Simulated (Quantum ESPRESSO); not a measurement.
The system is NaCl.

```xyz
2
Lattice="3.5022 0.0000 0.0000 0.0000 3.5022 0.0000 0.0000 0.0000 3.5022" Properties=species:S:1:pos:R:3 pbc="T T T"
Cl    1.7511    1.7511    1.7511
Na    0.0000    0.0000    0.0000
```

Measurements of this composition are mostly on another form, of space group No. 225.

Base run:

| Quantity | Value |
| --- | --- |
| Program | Quantum ESPRESSO 7.5 |
| Functional | BLYP |
| Potentials or basis | PseudoDojo 0.4.1 SR PBE standard |
| Cutoff | 1197 eV |
| Density cutoff | 4789 eV |
| k mesh | 6 × 6 × 6, shifted |
| Occupations | fermi-dirac, width 0.05 eV |
| Spin | no spin polarisation |

Its results: pressure 1.2 GPa; electronic dielectric tensor (diagonal) 2.67.

Q: After a change of settings the same cell gave: pressure -0.2 GPa; electronic dielectric tensor (diagonal) 2.71. Which change was it?
A. functional from BLYP to PBEsol; potentials or basis from PseudoDojo 0.4.1 SR PBE standard to PseudoDojo 0.4.1 SR PBEsol standard
B. functional from BLYP to LDA; potentials or basis from PseudoDojo 0.4.1 SR PBE standard to PseudoDojo 0.4.1 SR LDA standard
C. functional from BLYP to AM05

A: C.

AM05 binds more tightly than BLYP, so the same cell stands under less pressure.

Caveats: the potentials were made for another functional, which shifts forces and pressure.
